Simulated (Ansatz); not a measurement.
TiSi2:

```
Ti Si
1.0
    -1.47287    1.71213    4.21208
     1.47287   -1.71213    4.21208
     1.47287    1.71213   -4.21208
Ti Si
1 2
Direct
  0.00000 0.00000 0.00000
  0.67008 0.67008 0.00000
  0.32992 0.32992 0.00000
```

The cell comes from a database or a generator and needn't be the stable form of this composition.

Base run:

| Property | Result |
| --- | --- |
| Program | Ansatz 0.2.0 |
| Functional | PBE0 |
| Potentials or basis | Ansatz PAW |
| Cutoff | 420 eV (not typed: the program's choice for these potentials) |
| k mesh | 8 × 8 × 8 |
| Occupations | fermi-dirac, width 0.05 eV |
| Spin | no spin polarisation |

Its results: band gap on the k mesh none (metal or under the smearing width); pressure -3.8 GPa; largest force 0.026 eV/Å.

Problem. The run is repeated on the same cell with these changes: functional from PBE0 to HSE06. What comes out?

Solution. Band gap on the k mesh none (metal or under the smearing width); pressure -3.1 GPa; largest force 0.009 eV/Å.

Caveats: the PAW data sets come from PBE, with cores solved anew for the run's functional, which leaves a small shift of forces and pressure; the thresholds are loose for stress.
